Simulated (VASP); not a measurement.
Runs of VASP 6.6.1 on Te. It takes space group R-3m (No. 166, trigonal). The conventional cell has a = 4.612 Å, b = 4.612 Å, c = 5.073 Å, α = 90.00°, β = 90.00°, γ = 120.00°. Around Te (site symmetry -3m) lie 6 Te at 3.15 Å. This isn't the form of Te at room conditions, which is trigonal, of chains.

```csv
level,cell,target pressure,gap on the mesh (eV),pressure (GPa),relaxed volume (Å³/atom)
AM05,relaxed,-,none,0.0,(a)
PBEsol,relaxed to 10 GPa,10 GPa,none,10.0,-
PBEsol,relaxed to 20 GPa,20 GPa,none,20.0,-
BLYP,relaxed,-,none,0.0,35.99
revPBE,relaxed,-,none,0.0,33.49
```

Alike in all rows: task relaxation of cell and atoms; potentials or basis VASP PAW PBE potentials, release 64 (Te); no spin polarisation; k mesh 9 × 9 × 9; cutoff (eV) 600; smearing fermi-dirac 0.05 eV.

Fill in the values left out.

(a) 31.41.

Caveats: the PAW data sets were made with another functional, which shifts forces and pressure a little; the volume moved by over 15 % at a fixed basis, so the end points are rough (some runs); the cell is relaxed towards a set pressure, so the enthalpy falls and the energy may rise (some runs).

A k mesh can miss the band edges, and the runs leave out spin-orbit coupling on Te.

A gap of «none» marks a metal or a gap under the smearing width.

Runs at the PBE level aren't shown here.
